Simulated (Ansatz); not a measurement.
**Ta2N under changes of volume**

One of the cells (13.622 Å³/atom); the others are scaled copies at fixed shape and fractional positions:

```xyz
3
Lattice="3.1129 0.0000 0.0000 -1.5564 2.6958 0.0000 0.0000 0.0000 4.8698" Properties=species:S:1:pos:R:3 pbc="T T T"
Ta    0.0000    1.7972    1.2404
Ta    1.5564    0.8986    3.6294
N     0.0000    0.0000    0.0000
```

The cell comes from a database or a generator and needn't be the stable form of this composition.

```yaml
Program: Ansatz 0.2.0
Functional: PBE
Potentials_or_basis: Ansatz PAW
Cutoff: "420 eV (not typed: the program's choice for these potentials)"
k_mesh: 10 × 10 × 6
Occupations: fermi-dirac, width 0.05 eV
Spin: no spin polarisation
```

```csv
volume (Å³/atom),energy over the lowest point (meV/atom),pressure (GPa),largest force (eV/Å)
12.805,?,?,?
13.077,15.80,11.0,0.223
13.350,2.67,4.6,0.097
13.622,0.00,-1.3,0.018
13.895,6.72,-6.5,0.123
14.167,21.88,-11.2,0.219
14.439,44.62,-15.4,0.307
```

Q: What does the run at 12.805 Å³/atom give?

A: Energy over the lowest point 40.55 meV/atom; pressure 18.3 GPa; largest force 0.362 eV/Å.

Worked out: A Birch-Murnaghan fit of order 3 (a polynomial in V^(-2/3)) to the other rows has its minimum at 13.56 Å³/atom with B0 = V·E''(V) = 281 GPa and B' = 4.2 at fixed shape and positions, which overstates the stiffness. It gives 40.45 meV/atom at 12.805 Å³/atom, against the run's 40.55, and -dE/dV = 18.2 GPa, against 18.3.

Energies are extrapolated to zero smearing.
